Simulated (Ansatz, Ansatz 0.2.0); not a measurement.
# Lattice constants of TaGe₂: LDA converges cheaply but to a cell almost one per cent too short

## The question

The reference values for hexagonal TaGe₂ are a = 4.95 Å and c = 6.74 Å, compiled in a printed reference work on germanium chemistry and intermetallic germanide crystal data. Neither the method nor the temperature is given with them. A second pair, a = 4.938 Å and c = 6.73 Å, belongs to the diffraction structure from which our relaxations start (1972, Crystallography Open Database entry 1528656); sample and temperature are not given there either. The starting cell is thus shorter than the reference by 0.012 Å in a and 0.01 Å in c, or about 0.2 % in each axis. We judge against the compiled values and keep this difference in mind, since two values cannot show the full experimental doubt.

| compared with | measured | source's wording or label | method |
| --- | --- | --- | --- |
| a (Å) | 4.95 | 0.495 nm | compiled value, method not stated * |
| c (Å) | 6.74 | 0.674 nm | compiled value, method not stated * |
| a (Å) | 4.938 | 4.9380 | diffraction refinement behind the database entry |
| c (Å) | 6.73 | 6.7300 | diffraction refinement behind the database entry |

Where a quantity has several values, deviations refer to the one marked *.

Conditions are those given with the value in the passage it was taken from; "not stated" means there, and the paper may say more elsewhere. The values are a selection: others may have been left out beforehand as unlike or outlying.

## How to go about it

We want the lightest numerical settings that still give reliable lattice constants for TaGe₂, and the cost of going lighter or heavier. The model is the nine-atom primitive cell in P6₂22, with cell and atoms relaxed under the symmetry of the start; a distortion that breaks this symmetry is therefore out of reach.

Two tolerances apply. Against experiment, a and c should each lie within 0.5 % of the reference. That is tight enough to expose the usual errors of a density functional in a dense intermetallic compound, and wide enough not to be decided by thermal expansion, which we put at roughly 0.2 % in length at room temperature; zero-point expansion should be smaller still for atoms this heavy. For the numerical settings we ask for 0.1 % in each axis, so that they use up only a small part of the first tolerance.

The convergence work is done with LDA. It is inexpensive, and its usual error, a cell somewhat too small, has a known sign. We vary the plane-wave cutoff first and the k mesh second, each from a common baseline, then change the potentials, and finally set the numerical errors against the change brought by other functionals.

Plain PBE isn't shown in this study.

System: TaGe2 (tantalum digermanide), hexagonal; P6_222 (No. 180), 9 atoms in the primitive cell; the database structure is a diffraction structure: a = 4.938 Å, c = 6.730 Å; structure from the Crystallography Open Database.

On the selection of runs and values: Further runs on this system are not shown.

## 1. The LDA baseline

The baseline uses the default cutoff of 420 eV and a 9×9×6 mesh, a moderately dense sampling for a metallic cell of this size. All later changes of cutoff and mesh are measured from it. We expect both axes to come out short of the reference, by up to about one per cent.

**Run 1.** Ansatz 0.2.0: LDA, cell and atoms relaxed from the database structure, PAW set soft_2, cutoff 420 eV (default), 9x9x6 k mesh, Gaussian smearing 0.1 eV.

Key lines of the input:
```
crystal:
  # lattice and atoms
kpoints:
  mp_grid: { grid: [9, 9, 6] }
hamiltonian:
  xc: lda
scf:
  occupations: { method: gaussian, width: 0.1 }
output:
  forces: true
  stress: true
relax:
  adjacent_minimum: "off"
  f_tol: 0.005
  max_steps: 60
  cell: { stress_tol: 0.03 }
```

Command:
```
ansatz run input.yaml --threads 4 --pin off --max-ram 16384MiB --backend cpu --events-out ev --progress --plain --runs-dir out
```

Selected lines of the output:
```
Basis set: ecut = 420 eV, 2693 PW (Γ) [...]
relax step   4: F+E_penalty+E_count = -54345.01560048 eV  [...]  max|allowed force component| = 3.664e-5 eV/Å  [...]  P = +0.006 GPa  Ω = 139.169 Å³  [...]
relax step   5: F+E_penalty+E_count = -54345.01475042 eV  [...]  max|allowed force component| = 3.479e-5 eV/Å  [...]  P = +0.005 GPa  Ω = 139.169 Å³  [...]
--- Relaxed structure (4 steps of the walk, 3 accepted, 1 SCFs on fresh bases) ---
```

Converged; 82 s on 4 cores of Arm Neoverse V1, shared host.

| quantity | run 1 | measured | deviation |
| --- | --- | --- | --- |
| a (Å) | 4.903 | 4.95 | −0.047 (−0.9 %) |
| c (Å) | 6.684 | 6.74 | −0.056 (−0.8 %) |
| conventional cell volume (Å³) | 139.17 |  |  |

LDA gives a cell that is too small, with a short by 0.9 % and c by 0.8 %. Both axes miss the 0.5 % target, in the direction and by about the amount we expected. The contraction is nearly uniform: c/a hardly differs from that of the reference. Four steps of the relaxation were enough, and rebuilding the basis at the final cell left the pressure close to zero. That shows a consistent end point at this cutoff, but does not tell how far the cutoff itself shifts the cell.

## 2. Cutoff below and above the default

We now change only the cutoff, to 290 eV for a possible saving and to 590 eV as a check on the baseline. We expect the higher value to move the axes by less than our 0.1 % tolerance. The lower one is the real question, since a basis that is too small can distort the stress as well as the energy.

**Run 2.** Ansatz 0.2.0: LDA, cell and atoms relaxed from the database structure, PAW set soft_2, cutoff 290 eV, 9x9x6 k mesh, Gaussian smearing 0.1 eV.

Key lines of the input, as changed from run 1:
```diff
+ basis:
+   ecutwfc: 290.0
```

Selected lines of the output:
```
--- Relaxed structure (9 steps of the walk, 8 accepted, 4 SCFs on fresh bases) ---
  cell:  # Å, volume = 139.4902 Å³
```

Converged; 2.1 min on the same hardware. Warnings: cutoff_below_recommended (in short: A typed cutoff is below a recommended value, from the records, the datasets' recipe or DFPT's needs, possibly lowering the density cutoff; compare with a higher-cutoff run).

**Run 3.** Ansatz 0.2.0: LDA, cell and atoms relaxed from the database structure, PAW set soft_2, cutoff 590 eV, 9x9x6 k mesh, Gaussian smearing 0.1 eV.

Key lines of the input, as changed from run 1:
```diff
+ basis:
+   ecutwfc: 590.0
```

Selected lines of the output:
```
--- Relaxed structure (4 steps of the walk, 3 accepted, 1 SCFs on fresh bases) ---
  cell:  # Å, volume = 139.1661 Å³
```

Converged; 1.9 min on the same hardware.

| quantity | run 2 | run 3 | measured |
| --- | --- | --- | --- |
| a (Å) | 4.907 | 4.903 | 4.95 |
| c (Å) | 6.689 | 6.684 | 6.74 |
| conventional cell volume (Å³) | 139.49 | 139.17 |  |

Raising the cutoff from 420 to 590 eV changes both axes by less than 0.01 %, so the default is converged for this purpose. At 290 eV the cell comes out larger, by just under 0.08 % in each axis against the 590 eV run. This is still inside our numerical tolerance, but uses up most of it. The program warns that this cutoff is below a recommended value and advises comparison with a higher one; the 590 eV run serves as that comparison.

The small basis also brings no saving. Its relaxation needed 9 steps and four calculations on rebuilt bases, where the default needed 4 steps and one, and the whole run took no less time than the baseline. The cheaper single step is lost to the longer path, so we keep 420 eV.

## 3. A coarser and a denser k mesh

At 420 eV we now change only the k mesh. A 6×6×4 mesh tests for a saving, and 12×12×6 tests the in-plane sampling of the baseline, leaving the division along c as it is. TaGe₂ is treated as a metal with a modest smearing, so we expect the coarse mesh to show a visible shift, though probably one of no more than about 0.1 %.

**Run 4.** Ansatz 0.2.0: LDA, cell and atoms relaxed from the database structure, PAW set soft_2, cutoff 420 eV (default), 6x6x4 k mesh, Gaussian smearing 0.1 eV.

Key lines of the input, as changed from run 1:
```diff
  kpoints:
-   mp_grid: { grid: [9, 9, 6] }
+   mp_grid: { grid: [6, 6, 4] }
```

Selected lines of the output:
```
k-points: 21 of 144 (time reversal used)
  cell:  # Å, volume = 139.1246 Å³
    - [0.0, 0.0, 6.687184745892923]
```

Converged; 33 s on the same hardware.

**Run 5.** Ansatz 0.2.0: LDA, cell and atoms relaxed from the database structure, PAW set soft_2, cutoff 420 eV (default), 12x12x6 k mesh, Gaussian smearing 0.1 eV.

Key lines of the input, as changed from run 1:
```diff
  kpoints:
-   mp_grid: { grid: [9, 9, 6] }
+   mp_grid: { grid: [12, 12, 6] }
```

Selected lines of the output:
```
  cell:  # Å, volume = 139.1847 Å³
    - [0.0, 0.0, 6.681601099606698]
```

Converged; 2 min on the same hardware.

| quantity | run 4 | run 5 | measured |
| --- | --- | --- | --- |
| a (Å) | 4.901 | 4.904 | 4.95 |
| c (Å) | 6.687 | 6.682 | 6.74 |
| conventional cell volume (Å³) | 139.12 | 139.18 |  |

The 6×6×4 mesh holds the tolerance. Against the 12×12×6 mesh, a is shorter by 0.06 % and c longer by 0.08 %. The opposite signs partly cancel in the volume, which would have made the coarse mesh look better than it is for the separate axes. Going from 9×9×6 to 12×12×6 moves each axis by less than 0.05 %, again in opposite directions.

The coarse mesh took 33 s against 82 s for the baseline, a real saving even allowing for a shared host. It is the lightest of the settings tried so far that meets the numerical tolerance. None of these changes comes near the LDA miss of almost one per cent.

## 4. The same functional with other potentials

Before we blame LDA for the short cell, we replace the PAW set by PseudoDojo norm-conserving pseudopotentials at their own default cutoff, keeping the 9×9×6 mesh. If the contraction belongs to the functional, it should survive this change nearly intact. The much higher cutoff should make the run clearly more expensive.

**Run 6.** Ansatz 0.2.0: LDA, PseudoDojo norm-conserving pseudopotentials, cell and atoms relaxed from the database structure, cutoff 1061 eV (default), 9x9x6 k mesh, Gaussian smearing 0.1 eV.

Key lines of the input, as changed from run 1:
```diff
  hamiltonian:
+   pseudopotentials: { kind: nc, accuracy: standard }
```

Selected lines of the output:
```
Basis set: ecut = 1061.244064 eV, 10817 PW (Γ) [...]
  cell:  # Å, volume = 138.7484 Å³
    - [0.0, 0.0, 6.676180603980423]
```

Converged; 3.9 min on the same hardware.

| quantity | run 6 | measured | deviation |
| --- | --- | --- | --- |
| a (Å) | 4.899 | 4.95 | −0.051 (−1.0 %) |
| c (Å) | 6.676 | 6.74 | −0.064 (−0.9 %) |
| conventional cell volume (Å³) | 138.75 |  |  |

The contraction survives the change of potentials. With the norm-conserving set, a is shorter than in the baseline by 0.09 % and c by 0.12 %, which widens the miss slightly. The short cell therefore belongs to LDA and not to the PAW set.

The shift in c is a little above the 0.1 % we allow for numerical settings, and larger than any shift from cutoff or mesh so far. The choice of potentials thus limits the numerical accuracy more than either of these does. The run took 3.9 min against 82 s for the baseline, with about four times as many plane waves.

## 5. Two other functionals for scale

We return to the PAW set and the 9×9×6 mesh and change the functional, first to PBEsol and then to r2SCAN, which runs at its higher default cutoff of 500 eV. PBEsol was made for the lattice constants of solids and should lengthen both axes relative to LDA. For r2SCAN we expect a further small expansion at a higher cost. The size of these shifts will show how much the numerical errors matter.

**Run 7.** Ansatz 0.2.0: PBEsol, cell and atoms relaxed from the database structure, PAW set soft_2, cutoff 420 eV (default), 9x9x6 k mesh, Gaussian smearing 0.1 eV.

Key lines of the input, as changed from run 1:
```diff
  hamiltonian:
-   xc: lda
+   xc: pbesol
```

Selected lines of the output:
```
relax step   4: F+E_penalty+E_count = -54943.37356782 eV  [...]  max|allowed force component| = 8.463e-6 eV/Å  [...]  P = +0.000 GPa  Ω = 142.324 Å³  [...]
  cell:  # Å, volume = 142.3236 Å³
    - [0.0, 0.0, 6.733964172980583]
```

Converged; 80 s on the same hardware.

**Run 8.** Ansatz 0.2.0: r2SCAN, cell and atoms relaxed from the database structure, PAW set soft_2, cutoff 500 eV (default), 9x9x6 k mesh, Gaussian smearing 0.1 eV.

Key lines of the input, as changed from run 1:
```diff
  hamiltonian:
-   xc: lda
+   xc: r2scan
```

Selected lines of the output:
```
relax step   4: F+E_penalty+E_count = -55652.16147745 eV  [...]  max|allowed force component| = 4.456e-3 eV/Å  [...]  P = +0.002 GPa  Ω = 144.307 Å³  [...]
  cell:  # Å, volume = 144.3065 Å³
    - [0.0, 0.0, 6.7391684083481245]
```

Converged; 1.8 min on 4 cores of Arm Neoverse V2, shared host.

| quantity | run 7 | run 8 | measured |
| --- | --- | --- | --- |
| a (Å) | 4.940 | 4.972 | 4.95 |
| c (Å) | 6.734 | 6.739 | 6.74 |
| conventional cell volume (Å³) | 142.32 | 144.31 |  |

PBEsol meets the target in both axes, with a short by 0.2 % and c by 0.1 %. Relative to LDA it lengthens each axis by about 0.75 %, several times more than any change of cutoff, mesh or potentials did. It took 80 s, practically the same as the LDA baseline.

r2SCAN does not simply continue this expansion. Compared with PBEsol, a grows by about 0.7 % while c hardly changes, so the shape of the cell changes as well. Its c agrees closely with the reference, but a is 0.45 % too long, just inside the limit. Measured against the a axis of the diffraction structure it would be 0.7 % too long, so we leave r2SCAN undecided. The largest remaining force also lies only a little below the stopping threshold, and the relaxation is less tight than the others.

## 6. Checks on PBEsol and r2SCAN

Two checks remain, one for each functional. For r2SCAN we repeat the relaxation on the 6×6×4 mesh, to see whether the saving found with LDA carries over. For PBEsol we add the D3(BJ) dispersion correction, to see how far its agreement depends on leaving dispersion out. The added attraction should shorten the cell, probably by a few tenths of a per cent; this tests the physical model and not the numerical convergence of PBEsol.

**Run 9.** Ansatz 0.2.0: r2SCAN, cell and atoms relaxed from the database structure, PAW set soft_2, cutoff 500 eV (default), 6x6x4 k mesh, Gaussian smearing 0.1 eV.

Key lines of the input, as changed from run 4:
```diff
  hamiltonian:
-   xc: lda
+   xc: r2scan
```

Selected lines of the output:
```
  cell:  # Å, volume = 144.2283 Å³
    - [0.0, 0.0, 6.747610861479654]
```

Converged; 48 s on the same hardware.

**Run 10.** Ansatz 0.2.0: PBEsol+D3(BJ), cell and atoms relaxed from the database structure, PAW set soft_2, cutoff 420 eV (default), 9x9x6 k mesh, Gaussian smearing 0.1 eV.

Key lines of the input, as changed from run 7:
```diff
  hamiltonian:
+   dispersion: d3bj
```

Selected lines of the output:
```
relax step   1: F+E_penalty+E_count = -54948.07847952 eV  [...]  max|allowed force component| = 1.865e-3 eV/Å  [...]  P = -5.139 GPa  Ω = 142.118 Å³  (6 SCF iters, dr2 threshold 1.00e-7 eV [...]
  cell:  # Å, volume = 137.7850 Å³
    - [0.0, 0.0, 6.68140065371717]
```

Converged; 90 s on 4 cores of Arm Neoverse V1, shared host.

| quantity | run 9 | run 10 | measured |
| --- | --- | --- | --- |
| a (Å) | 4.968 | 4.880 | 4.95 |
| c (Å) | 6.748 | 6.681 | 6.74 |
| conventional cell volume (Å³) | 144.23 | 137.79 |  |

The saving found with LDA does not carry over fully to r2SCAN. On the 6×6×4 mesh a is shorter by 0.09 % and c longer by 0.13 % than on the 9×9×6 mesh, so c leaves the numerical tolerance. The signs are those seen with LDA, but part of the difference may come from the less tightly relaxed atoms of the denser run. The coarse run took 48 s against 1.8 min.

D3(BJ) shortens the PBEsol cell far more than the few tenths of a per cent we expected: a by 1.2 % and c by 0.8 %. Both axes now miss the target, with a short by 1.4 % and c by 0.9 %, a larger miss than that of plain LDA. A likely reason is that pairwise dispersion coefficients do not describe the screening by the conduction electrons of a metal, so that the added attraction is too strong. The agreement of PBEsol thus holds only without this correction.

## The runs side by side

| run | settings | a (Å) | deviation | c (Å) | deviation | cost |
| --- | --- | --- | --- | --- | --- | --- |
| 1 | LDA, PAW set soft_2, cutoff 420 eV (default), 9x9x6 k mesh | 4.903 | −0.047 (−0.9 %) | 6.684 | −0.056 (−0.8 %) | 5.5 core-min |
| 2 | LDA, PAW set soft_2, cutoff 290 eV, 9x9x6 k mesh | 4.907 | −0.043 (−0.9 %) | 6.689 | −0.051 (−0.7 %) | 8.3 core-min |
| 3 | LDA, PAW set soft_2, cutoff 590 eV, 9x9x6 k mesh | 4.903 | −0.047 (−0.9 %) | 6.684 | −0.056 (−0.8 %) | 7.7 core-min |
| 4 | LDA, PAW set soft_2, cutoff 420 eV (default), 6x6x4 k mesh | 4.901 | −0.049 (−1.0 %) | 6.687 | −0.053 (−0.8 %) | 2.2 core-min |
| 5 | LDA, PAW set soft_2, cutoff 420 eV (default), 12x12x6 k mesh | 4.904 | −0.046 (−0.9 %) | 6.682 | −0.058 (−0.9 %) | 8.1 core-min |
| 6 | LDA, PseudoDojo norm-conserving pseudopotentials, cutoff 1061 eV (default), 9x9x6 k mesh | 4.899 | −0.051 (−1.0 %) | 6.676 | −0.064 (−0.9 %) | 16 core-min |
| 7 | PBEsol, PAW set soft_2, cutoff 420 eV (default), 9x9x6 k mesh | 4.940 | −0.010 (−0.2 %) | 6.734 | −0.006 (−0.1 %) | 5.4 core-min |
| 8 | r2SCAN, PAW set soft_2, cutoff 500 eV (default), 9x9x6 k mesh | 4.972 | +0.022 (+0.5 %) | 6.739 | −0.001 (−0.0 %) | 7.2 core-min |
| 9 | r2SCAN, PAW set soft_2, cutoff 500 eV (default), 6x6x4 k mesh | 4.968 | +0.018 (+0.4 %) | 6.748 | +0.008 (+0.1 %) | 3.2 core-min |
| 10 | PBEsol+D3(BJ), PAW set soft_2, cutoff 420 eV (default), 9x9x6 k mesh | 4.880 | −0.070 (−1.4 %) | 6.681 | −0.059 (−0.9 %) | 6 core-min |
|  | measured | 4.95 |  | 6.74 |  |  |

Further runs on the same system, made beside this series (convergence steps with loose settings among them):

| further | settings | a (Å) | deviation | c (Å) | deviation | cost |
| --- | --- | --- | --- | --- | --- | --- |
| F1 | r2SCAN+rVV10, PAW set soft_2, cutoff 500 eV (default), 9x9x6 k mesh | 4.955 | +0.005 (+0.1 %) | 6.726 | −0.014 (−0.2 %) | 7.4 core-min |
| F2 | BLYP+D3(BJ), PAW set soft_2, cutoff 420 eV (default), 9x9x6 k mesh | 4.960 | +0.010 (+0.2 %) | 6.736 | −0.004 (−0.1 %) | 5 core-min |
| F3 | BLYP, PAW set soft_2, cutoff 420 eV (default), 9x9x6 k mesh | 5.129 | +0.179 (+3.6 %) | 6.872 | +0.132 (+2.0 %) | 8.4 core-min |
|  | measured | 4.95 |  | 6.74 |  |  |

## What the runs support

LDA, the level chosen for the convergence study, misses the 0.5 % target in both axes: at the default cutoff and the 9×9×6 mesh, a is short by 0.9 % and c by 0.8 %. The miss survives a change of potentials and is LDA's usual overbinding. Thermal expansion of roughly 0.2 % in the measured cell would explain only a small part of it.

The lightest LDA settings shown that hold our 0.1 % numerical tolerance are the default cutoff with the 6×6×4 mesh, at 2.2 core-minutes against 5.5 for the baseline. With r2SCAN the same coarsening shifts c by 0.13 %, so this saving should be tested again for each functional. A mesh with more than six divisions along c is not shown in this report. The 290 eV cutoff saved nothing, and its slightly smaller miss is an error of the small basis, not a better description. Changing the potentials moved c by 0.12 %, more than cutoff or mesh did within LDA.

PBEsol meets the target in both axes at 5.4 core-minutes, and if the reference cell was measured at room temperature, thermal expansion could account for most of the small shortfall in a and turn that in c into a slight excess. Its own convergence is not shown in this report. r2SCAN also meets the target against the compiled values, though only just in a; against the diffraction cell its a axis would miss, so we leave it undecided.

Dispersion corrections have no uniform effect on the agreement. D3(BJ) spoils PBEsol but brings BLYP inside the target, where plain BLYP is too long by 3.6 % in a and 2.0 % in c. This looks like two large errors cancelling. r2SCAN+rVV10 also meets the target, which does not by itself show that its added attraction is physically right.

The passing levels cannot be ranked against compiled values of unknown temperature. Whether a distortion that breaks the symmetry of the starting structure would change the cell is not shown in this report.

[Logs are printed without paths, hosts, clocks, repeated set-up lines and the standing remarks that a program may print on its own settings, such as how far it seeks lower states.]

[The runs shown are a pick from a larger set of finished runs; failed, doubtful and other runs were left out of it ahead of writing. So were measured values far from every level or from commonly accepted values, and agreement can look better than it is. Lines of input and output are excerpts and may be shortened.]
